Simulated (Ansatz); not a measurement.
# Fe3Ge (Fm-3m) in Ansatz: further runs

The runs below take Fe3Ge through single point, with PBEsol.

All numbers are computed with Ansatz 0.2.0; they aren't measurements. Logs are shortened: lines on timing, memory, paths and dates and some standing lists are left out, and cuts for length are marked.

## 1. The crystal as given

Symmetry: Fm-3m, No. 225, cubic system. The conventional cell has a = 5.751 Å, b = 5.751 Å, c = 5.751 Å, α = 90.00°, β = 90.00°, γ = 90.00°. Ge (site symmetry m-3m) is surrounded by 8 Fe at 2.49 Å. Fe (site symmetry -43m) has 4 Ge at 2.49 Å and 4 Fe at 2.49 Å as nearest neighbours. Fe (site symmetry m-3m) is surrounded by 8 Fe at 2.49 Å.

The cell comes from a database or a generator and needn't be the stable form of this composition.

## 2. Single point, PBEsol

Contents of input.yaml:

```yaml
crystal:
  lattice:
    - [0.0, 2.8755854299, 2.8755854299]
    - [2.8755854299, 0.0, 2.8755854299]
    - [2.8755854299, 2.8755854299, 0.0]
  atoms:
    - { symbol: Ge, position: [0.0, 0.0, 0.0] }
    - { symbol: Fe, position: [0.75, 0.75, 0.75] }
    - { symbol: Fe, position: [0.25, 0.25, 0.25] }
    - { symbol: Fe, position: [0.5, 0.5, 0.5] }
hamiltonian:
  xc: pbesol
  pseudopotentials: { kind: paw }
kpoints:
  mp_grid: { grid: [8, 8, 8] }
scf:
  occupations: { method: fermi_dirac, width: 0.05 }
output:
  forces: true
  stress: true
  eigenvalues: true
```

Potentials or basis: Ansatz PAW.

Command:

```bash
ansatz run input.yaml --threads 2 --pin off --max-ram 5632MiB --backend cpu --events-out ev --progress --plain --runs-dir out
```

Log:

```text
Warning: RAYON_NUM_THREADS=2 ignored (pool sized by the plan → 2); use --threads N
Engine: ansatz 0.2.0, aarch64-unknown-linux-gnu
Pseudopotentials: kind: paw
Pseudopotential: Ge, paw, valence charge 14, recommended cutoff 420 eV (normal), Ge.paw.azcp
Pseudopotential: Fe, paw, valence charge 16, recommended cutoff 420 eV (normal), Fe.paw.azcp
Functional definition: PBEsol
  exchange = pbesol_x
  correlation = pbesol_c
Crystal: 4 atoms, lattice volume = 47.556 Å³
Basis set: ecut = 420 eV, 941 PW (Γ), exchange–correlation on 60×60×60 points (8 copies of the dense FFT grid, shifted against one another)
Bands: 38, of which v1, the nominal top of the filled ones, is band 31 counted from 1 (30 counted from 0)
Symmetry: 48 space group operations
Space group: Fm-3m (ITA 225), of the structure as read, at distance tolerance 3.6e-5 Å
k-points: 29 of 512
Non-local potential: Ge, projectors of the file, l = 0: 2, l = 1: 2, l = 2: 3, l = 3: 1
Non-local potential: Fe, projectors of the file, l = 0: 3, l = 1: 2, l = 2: 3, l = 3: 1
PAW form: soft (Blöchl's): semilocal exchange-correlation on the pseudo side does not see the compensation charge
PAW frozen core: Ge, regenerated for the run's functional, and the local potential with it (the file was generated under x = pbe(κ = 0.804, μ = 0.2195149727645171), c = pbe(β = 0.06672455060314922))
PAW frozen core: Fe, regenerated for the run's functional, and the local potential with it (the file was generated under x = pbe(κ = 0.804, μ = 0.2195149727645171), c = pbe(β = 0.06672455060314922))
PAW one-centre angular grid: Ge, 590 points (default); XC on 64 Gauss nodes
PAW one-centre angular grid: Fe, 590 points (default); XC on 64 Gauss nodes
Initial density: superposition of atomic densities (neutral atoms: chi_scale 0, normalization atom), corrected by the library's trained network
Initial wavefunctions: pseudopotential atomic-orbital guess
Functional: x = pbesol(κ = 0.804, μ = 0.12345679012345678), c = pbesol(β = 0.046)
SCF iter   1: F=—  HF=-17599.447331 eV  |F-HF|=—  |Δ(HF+E_count)|=         —  Δρ=2.43e-2  dr2=2.26e-1  ethr=1.77e-3  ⟨swp⟩=5.2  Hψ=3505  notcnv=0
preconditioner: auto → Kerker (q_TF=auto, 2.852 Å⁻¹)  [metal: Δε(μ)=0.010 eV  Ē_g=10.799 eV  σ=0.050 eV  W_gap=0.05  n_scr=14 (ndim 8)  ℏωp=33.2 eV  f_vac=0.000  D(μ)=13.81/eV (n_scr^D=330)]
SCF iter   2: F=—  HF=-17599.428683 eV  |F-HF|=—  |Δ(HF+E_count)|=   1.86e-2  Δρ=8.11e-3  dr2=3.16e-2  ethr=3.64e-4  ⟨swp⟩=2.0  Hψ=1456  notcnv=0  defer=8
SCF iter   3: F=—  HF=-17599.426903 eV  |F-HF|=—  |Δ(HF+E_count)|=   1.78e-3  Δρ=1.89e-3  dr2=1.97e-3  ethr=5.10e-5  ⟨swp⟩=1.0  Hψ=1094  notcnv=0  defer=8
SCF iter   4: F=—  HF=-17599.426766 eV  |F-HF|=—  |Δ(HF+E_count)|=   1.36e-4  Δρ=4.32e-4  dr2=5.55e-5  ethr=3.17e-6  ⟨swp⟩=1.6  Hψ=1119  notcnv=0  defer=8
SCF iter   5: F=—  HF=-17599.426780 eV  |F-HF|=—  |Δ(HF+E_count)|=   1.31e-5  Δρ=1.46e-4  dr2=4.74e-6  ethr=8.95e-8  ⟨swp⟩=2.0  Hψ=1666  notcnv=0  defer=8
SCF iter   6: F=—  HF=-17599.426778 eV  |F-HF|=—  |Δ(HF+E_count)|=   1.45e-6  Δρ=6.31e-5  dr2=1.75e-6  ethr=7.65e-9  ⟨swp⟩=2.0  Hψ=1641  notcnv=0  defer=8
SCF iter   7: F=—  HF=-17599.426777 eV  |F-HF|=—  |Δ(HF+E_count)|=   8.56e-7  Δρ=2.78e-5  dr2=4.18e-7  ethr=2.82e-9  ⟨swp⟩=2.0  Hψ=1387  notcnv=0  defer=8
SCF iter   8: F=-17599.426777 eV  HF=-17599.426777 eV  |F-HF|=1.25e-8  |Δ(HF+E_count)|=   1.45e-8  Δρ=5.56e-6  dr2=1.55e-8  ethr=1.61e-10  ⟨swp⟩=4.1  Hψ=4100  notcnv=0
SCF 1 converged in 8 iterations: F = -17599.426777 eV  dr2 = 1.55e-8
SCF converged after 8 iterations
Free energy (F): -17599.426777 eV
Harris-Foulkes:  -17599.426777 eV  (|F-HF|=1.25e-8)
Internal energy: -17599.307487 eV  (E = F + TS)
E sigma→0 (E₀):  -17599.367132 eV
Entropy (-TS):   -0.119290 eV (-29.823 meV/atom)
Fermi energy:    18.018319 eV
--- Per-component energies (eV) ---
  E_band       = -680.565336
  E_kinetic    = 1172.134291
  E_local      = -8134.820019  (includes V_loc(G=0)·N_el)
  E_nonlocal   = 1077.519753
  E_hartree    = 3466.111124
  E_xc         = -427.851629
  E_vxc        = -521.186061  (∫ρ·V_xc dr)
  E_paw        = -5983.546843  (= ΣΔE_a)
  E_vpaw       = -1206.433761  (= ΣTr[D̂ρ^β])
  E_aug_tail   = 0.002748  (compensation charges beyond the density's cutoff)
  E_ewald      = -8770.312452
  E_core_change = 1.455541  (= ΣΔE_core)
  E_smearing   = -0.119290  (= −TS)
  E_closure    = 0.000000  (closes the sum)
  Σ components = -17599.426777   (vs F -17599.426777, Δ=0.00e0)
--- Forces (eV/Å), atoms counted from 1 ---
  atom   1  Ge    -0.00000000     0.00000000     0.00000000
  atom   2  Fe     0.00000000    -0.00000000    -0.00000000
  atom   3  Fe     0.00000000     0.00000000    -0.00000000
  atom   4  Fe     0.00000000    -0.00000000     0.00000000
  max |Σ_I F_I| component: 1.39e-17 eV/Å
--- Stress (GPa, compression-positive) ---
      -20.607154      -0.000000      -0.000000
        0.000000     -20.607154      -0.000000
        0.000000      -0.000000     -20.607154
  P = ⅓ Tr σ = -20.6072 GPa (-206.072 kbar)
--- Band table (eV; the first three rows and the last of 29) ---
  k-point 0: bands = ["-68.6582", "-68.6313", "-68.5025", "-34.8944", "-34.8944", "-34.8944", "-34.8849", "-34.8849", "-34.8849", "-34.6752", "-34.6752", "-34.6752", "-6.5857", "-6.5857", "-6.5857", "-6.5613", "-6.5613", "6.0827", "14.0105", "14.0105", "14.0105", "14.5499", "14.5499", "15.8791", "15.8791", "15.8791", "17.7889", "17.7889", "17.7889", "18.1119", "18.1119", "18.1525", "18.1525", "20.1836", "22.0034", "22.0034", "22.0034", "24.0159"]
  k-point 1: bands = ["-68.6564", "-68.6318", "-68.5037", "-34.9116", "-34.9047", "-34.9047", "-34.8763", "-34.8763", "-34.8637", "-34.6797", "-34.6736", "-34.6736", "-6.5860", "-6.5854", "-6.5854", "-6.5609", "-6.5609", "6.2783", "13.6953", "13.9347", "13.9347", "14.7601", "14.7601", "15.8086", "15.8459", "15.8459", "17.4767", "17.6075", "17.6075", "18.0855", "18.0855", "18.1992", "18.1992", "20.2073", "21.8449", "21.9216", "21.9216", "23.6985"]
  k-point 2: bands = ["-68.6517", "-68.6333", "-68.5069", "-34.9200", "-34.9173", "-34.9173", "-34.8675", "-34.8675", "-34.8486", "-34.6879", "-34.6699", "-34.6699", "-6.5868", "-6.5847", "-6.5847", "-6.5601", "-6.5601", "6.8303", "12.8458", "13.8704", "13.8704", "15.1598", "15.1598", "15.5556", "15.7928", "15.7928", "17.0822", "17.2488", "17.2488", "18.0379", "18.0379", "18.1902", "18.1902", "19.8429", "21.1575", "21.7962", "21.7962", "23.6495"]
  k-point 28: bands = ["-68.6382", "-68.6382", "-68.5153", "-34.9717", "-34.9126", "-34.9126", "-34.8939", "-34.8284", "-34.8282", "-34.6827", "-34.6827", "-34.6564", "-6.5867", "-6.5867", "-6.5813", "-6.5614", "-6.5573", "8.5738", "12.5538", "12.5538", "13.6387", "14.8755", "15.6122", "15.6122", "15.8293", "16.3774", "16.3774", "16.7571", "17.2026", "17.6626", "17.8511", "17.9389", "17.9389", "18.4721", "18.4721", "18.6313", "23.8547", "24.9007"]
```

Run time: 1.9 s. Hardware: 2 threads of Arm Neoverse V1, shared host; peak memory 0.36 GiB.

What came out:

```
Free energy            : -17599.4268 eV
Pressure               : -20.6 GPa
Band gap on the k mesh : none (metal or under the smearing width)
```

Caveat: the PAW data sets come from PBE, with cores solved anew for the run's functional, which leaves a small shift of forces and pressure.

## 3. Single point, PBEsol, collinear spin, ferromagnetic start

Contents of input.yaml:

```yaml
crystal:
  lattice:
    - [0.0, 2.8755854299, 2.8755854299]
    - [2.8755854299, 0.0, 2.8755854299]
    - [2.8755854299, 2.8755854299, 0.0]
  atoms:
    - { symbol: Ge, position: [0.0, 0.0, 0.0] }
    - { symbol: Fe, position: [0.75, 0.75, 0.75], spin: 3.0 }
    - { symbol: Fe, position: [0.25, 0.25, 0.25], spin: 3.0 }
    - { symbol: Fe, position: [0.5, 0.5, 0.5], spin: 3.0 }
hamiltonian:
  xc: pbesol
  pseudopotentials: { kind: paw }
magnetization:
  spin_polarized: true
kpoints:
  mp_grid: { grid: [8, 8, 8] }
scf:
  occupations: { method: fermi_dirac, width: 0.05 }
output:
  forces: true
  stress: true
  eigenvalues: true
  write_density: true
  write_potential: true
  elf: true
  volumetric_format: npy
```

Potentials or basis: Ansatz PAW.

Command:

```bash
ansatz run input.yaml --threads 2 --pin off --max-ram 5632MiB --backend cpu --events-out ev --progress --plain --runs-dir out
```

Log:

```text
Warning: RAYON_NUM_THREADS=2 ignored (pool sized by the plan → 2); use --threads N
Engine: ansatz 0.2.0, aarch64-unknown-linux-gnu
Pseudopotentials: kind: paw
Pseudopotential: Ge, paw, valence charge 14, recommended cutoff 420 eV (normal), Ge.paw.azcp
Pseudopotential: Fe, paw, valence charge 16, recommended cutoff 420 eV (normal), Fe.paw.azcp
Functional definition: PBEsol
  exchange = pbesol_x
  correlation = pbesol_c
Crystal: 4 atoms, lattice volume = 47.556 Å³
Basis set: ecut = 420 eV, 941 PW (Γ), exchange–correlation on 60×60×60 points (8 copies of the dense FFT grid, shifted against one another)
Bands: 43, of which v1, the nominal top of the filled ones, is band 31 counted from 1 (30 counted from 0)
Symmetry: 48 space group operations
Space group: Fm-3m (ITA 225), of the structure as read, at distance tolerance 3.6e-5 Å
[... 56 lines left out ...]
  E_core_change = 1.455541  (= ΣΔE_core)
  E_smearing   = -0.032679  (= −TS)
  E_closure    = -0.000000  (closes the sum)
  Σ components = -17600.569384   (vs F -17600.569384, Δ=0.00e0)
--- Forces (eV/Å), atoms counted from 1 ---
  atom   1  Ge    -0.00000000     0.00000000    -0.00000000
  atom   2  Fe     0.00000000     0.00000000    -0.00000000
  atom   3  Fe    -0.00000000     0.00000000    -0.00000000
  atom   4  Fe     0.00000000     0.00000000    -0.00000000
  max |Σ_I F_I| component: 1.85e-17 eV/Å
--- Stress (GPa, compression-positive) ---
      -10.986707       0.000000      -0.000000
        0.000000     -10.986707      -0.000000
       -0.000000      -0.000000     -10.986707
  P = ⅓ Tr σ = -10.9867 GPa (-109.867 kbar)
--- Band table (eV; the first three rows and the last of 58) ---
  k-point 0 ↑: bands = ["-70.2311", "-69.2450", "-69.2330", "-36.4219", "-36.4219", "-36.4219", "-35.4754", "-35.4754", "-35.4754", "-35.4188", "-35.4188", "-35.4188", "-6.4776", "-6.4776", "-6.4776", "-6.4517", "-6.4517", "6.0923", "13.7658", "13.7658", "13.7718", "13.7718", "13.7718", "14.9189", "14.9189", "14.9189", "16.7012", "16.7012", "17.2538", "17.2538", "17.2538", "17.5115", "17.5115", "20.0644", "21.8620", "21.8620", "21.8620", "23.6553", "23.6553", "23.6553", "26.2378", "26.2378", "26.2378"]
  k-point 1 ↑: bands = ["-70.2309", "-69.2446", "-69.2335", "-36.4225", "-36.4225", "-36.4219", "-35.4730", "-35.4730", "-35.4715", "-35.4232", "-35.4206", "-35.4206", "-6.4779", "-6.4773", "-6.4773", "-6.4514", "-6.4514", "6.2897", "13.4891", "13.4936", "13.4936", "14.1826", "14.1826", "14.8693", "14.9032", "14.9032", "16.6772", "16.6772", "16.9972", "17.1017", "17.1017", "17.5213", "17.5213", "19.9594", "21.5016", "21.6845", "21.6845", "23.5728", "23.7417", "23.7417", "26.1977", "26.1977", "26.6608"]
  k-point 2 ↑: bands = ["-70.2304", "-69.2436", "-69.2350", "-36.4240", "-36.4240", "-36.4218", "-35.4666", "-35.4666", "-35.4624", "-35.4337", "-35.4257", "-35.4257", "-6.4786", "-6.4766", "-6.4766", "-6.4505", "-6.4505", "6.8479", "12.7060", "13.3627", "13.3627", "14.6113", "14.6113", "14.7066", "14.9445", "14.9445", "16.5864", "16.5864", "16.6261", "16.8371", "16.8371", "17.4390", "17.4390", "19.1768", "21.0176", "21.4279", "21.4279", "23.4089", "23.4089", "24.4690", "26.9474", "26.9474", "27.0774"]
  k-point 28 ↓: bands = ["-67.3768", "-67.3768", "-67.2488", "-33.7531", "-33.6903", "-33.6903", "-33.6704", "-33.6004", "-33.6002", "-33.4484", "-33.4484", "-33.4205", "-6.4892", "-6.4892", "-6.4837", "-6.4683", "-6.4641", "8.6620", "12.7534", "12.7534", "13.7620", "15.5197", "16.3724", "16.3724", "16.6381", "17.2801", "17.2801", "17.4524", "18.1545", "18.9051", "18.9145", "18.9145", "19.0288", "19.6358", "19.6358", "19.6638", "24.1936", "25.4335", "26.2575", "26.2575", "30.5222", "30.5222", "31.9032"]
```

rho_z.tsv:

```text
# z_ang	rho[e/angstrom^3]	rho_spin[e/angstrom^3]
# format = ansatz-planar-average/11
# lattice	0.000000000	2.875585430	2.875585430
# lattice	2.875585430	0.000000000	2.875585430
# lattice	2.875585430	2.875585430	0.000000000
# sites	4
# site	32	0.000000000	0.000000000	0.000000000
# site	26	4.313378145	4.313378145	4.313378145
# site	26	1.437792715	1.437792715	1.437792715
# site	26	2.875585430	2.875585430	2.875585430
0.000000	1.528182e0	5.512109e-3
0.135556	1.407292e0	8.487878e-3
0.271113	1.157236e0	1.818115e-2
0.406669	9.845279e-1	3.592971e-2
0.542226	9.948484e-1	6.183107e-2
0.677782	1.161400e0	9.312605e-2
[... 22 lines left out ...]
3.795579	1.157236e0	1.818115e-2
3.931136	1.407292e0	8.487878e-3
```

v_z.tsv:

```text
# z_ang	v_es[eV]	v_tot_up[eV]	v_tot_dn[eV]
# format = ansatz-planar-average/11
# xc	pbesol
# density_cutoff_ev	1680
# datasets	Ge=:simpson_from_first_knot:soft:shift=-1170623	Fe=:simpson_from_first_knot:soft:shift=-844433
# lattice	0.000000000	2.875585430	2.875585430
# lattice	2.875585430	0.000000000	2.875585430
# lattice	2.875585430	2.875585430	0.000000000
# sites	4
# site	32	0.000000000	0.000000000	0.000000000
# site	26	4.313378145	4.313378145	4.313378145
# site	26	1.437792715	1.437792715	1.437792715
# site	26	2.875585430	2.875585430	2.875585430
0.000000	9.412625e0	-3.050097e0	-3.008483e0
0.135556	9.225228e0	-3.282943e0	-3.241617e0
0.271113	8.778295e0	-3.833705e0	-3.791748e0
0.406669	8.305447e0	-4.412553e0	-4.370432e0
0.542226	7.964770e0	-4.831304e0	-4.794434e0
0.677782	7.831759e0	-5.016913e0	-4.980766e0
[... 22 lines left out ...]
3.795579	8.778295e0	-3.833705e0	-3.791748e0
3.931136	9.225228e0	-3.282943e0	-3.241617e0
```

It took 8.6 s on 2 threads of Arm Neoverse V1, shared host; peak memory 0.45 GiB.

What came out:

- Free energy: -17600.5694 eV
- Pressure: -11.0 GPa
- Band gap on the k mesh: none (metal or under the smearing width)
- Net moment: 5.65 μB per cell
- Absolute moment: 6.05 μB per cell
- Site moments: Ge -0.05; Fe +1.61, +2.56 μB

Caveat: the PAW data sets come from PBE, with cores solved anew for the run's functional, which leaves a small shift of forces and pressure.

## 4. Single point, PBEsol, collinear spin, antiferromagnetic start

input.yaml: that of step 3 with these lines changed.

```diff
@@ -8,3 +8,3 @@
     - { symbol: Fe, position: [0.75, 0.75, 0.75], spin: 3.0 }
-    - { symbol: Fe, position: [0.25, 0.25, 0.25], spin: 3.0 }
+    - { symbol: Fe, position: [0.25, 0.25, 0.25], spin: -3.0 }
     - { symbol: Fe, position: [0.5, 0.5, 0.5], spin: 3.0 }
@@ -23,5 +23 @@
   eigenvalues: true
-  write_density: true
-  write_potential: true
-  elf: true
-  volumetric_format: npy
```

Command:

```bash
ansatz run input.yaml --threads 2 --pin off --max-ram 5632MiB --backend cpu --events-out ev --progress --plain --runs-dir out
```

Wall time 15 s (2 threads of Arm Neoverse V1, shared host); peak memory 0.41 GiB.

It converged, with:

```yaml
Free_energy: -17600.5694 eV
Pressure: -11.0 GPa
Band_gap_on_the_k_mesh: none (metal or under the smearing width)
Net_moment: 5.65 μB per cell
Absolute_moment: 6.05 μB per cell
Site_moments: Ge -0.05; Fe +1.61, +2.56 μB
```

Levels at points of the mesh, in eV from the Fermi level:
Spin up:
```tsv
k point	band 30	band 31	band 32	band 33	band 34	band 35	band 36	band 37	band 38	band 39
(0.00, 0.00, 0.00)	-0.80	-0.80	-0.55	-0.55	2.01	3.80	3.80	3.80	5.60	5.60
(0.00, 0.00, -0.50)	-1.40	-1.40	-0.91	-0.91	-0.59	3.09	3.22	3.22	4.55	4.55
(0.00, -0.50, -0.50)	-1.52	-1.15	-0.96	-0.58	-0.56	-0.56	-0.11	3.19	4.66	11.51
```
Spin down:
```csv
k point,band 24,band 25,band 26,band 27,band 28,band 29,band 30,band 31,band 32,band 33
"(0.00, 0.00, 0.00)",-1.49,-1.49,-1.49,0.68,0.68,0.68,1.36,1.36,1.39,1.39
"(0.00, 0.00, -0.50)",-1.76,-1.34,-1.34,-0.58,-0.35,-0.35,1.00,1.00,1.23,1.25
"(0.00, -0.50, -0.50)",-1.54,-1.54,-1.32,-0.39,-0.39,0.07,0.52,0.89,1.04,1.29
```

Caveat: the PAW data sets come from PBE, with cores solved anew for the run's functional, which leaves a small shift of forces and pressure; the starting moments weren't kept.

## 5. Overview

```csv
spin,gap on the mesh (eV),pressure (GPa),moment (μB)
off,none,-20.6,-
"collinear, ferromagnetic start",none,-11.0,5.65
"collinear, antiferromagnetic start",none,-11.0,5.65
```

Alike in all rows: task single point; level PBEsol; potentials or basis Ansatz PAW; cell as given; k mesh 8 × 8 × 8; cutoff (eV) 420; smearing fermi-dirac 0.05 eV.

Every run on the cell as given and a fine mesh finds a metal.

Caveats: the PAW data sets come from PBE, with cores solved anew for the run's functional, which leaves a small shift of forces and pressure; the starting moments weren't kept (some runs).

Absolute energies hang on the potentials; compare differences alone.
